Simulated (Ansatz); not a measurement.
**Moving the dispersion correction in Ir**

The cell as given:

Space group P-1 (No. 2). a = 2.542 Å, b = 2.573 Å, c = 2.750 Å, α = 64.71°, β = 87.39°, γ = 61.36°
```json
{"atom": "Ir", "site": "1a", "symmetry": "-1", "x": "0.0000", "y": "0.0000", "z": "0.0000"}
```

This isn't the form of Ir at room conditions, which is fcc.

Kept alike: task relaxation of cell and atoms; functional r2SCAN; k mesh 12 × 13 × 11; occupations fermi-dirac, width 0.05 eV; no spin polarisation. Program: Ansatz, Ansatz PAW, cutoff 500 eV. The mesh is that of the run's cell of 1 atom. No spin-orbit coupling.

```csv
dispersion correction,volume (Å³/atom),first edge of the run's cell (Å),third edge of the run's cell (Å)
D3(BJ),14.059,2.709,2.715
D3(BJ)-ATM,14.144,2.714,2.720
D4,14.107,2.712,2.718
none,14.206,2.718,2.724
rVV10,14.084,2.710,2.716
```

For a metal such a mesh leaves the last digits unconverged. Relaxations stop with a little pressure left, so the last digits of a volume or edge aren't settled. Ansatz's relaxations hold a Pulay term in the stress (up to 0.1 GPa here). All rows use potentials made for PBE.

The volume runs from 14.059 (D3(BJ)) to 14.206 Å³/atom (none). Against no correction: D3(BJ) -1.0 %; D3(BJ)-ATM -0.4 %; D4 -0.7 %; rVV10 -0.9 %. Dispersion terms mostly attract and so lower the volume; the schemes' coefficients and damping set how far. The first edge of the run's cell runs from 2.709 (D3(BJ)) to 2.718 Å (none). The third edge of the run's cell runs from 2.715 (D3(BJ)) to 2.724 Å (none).
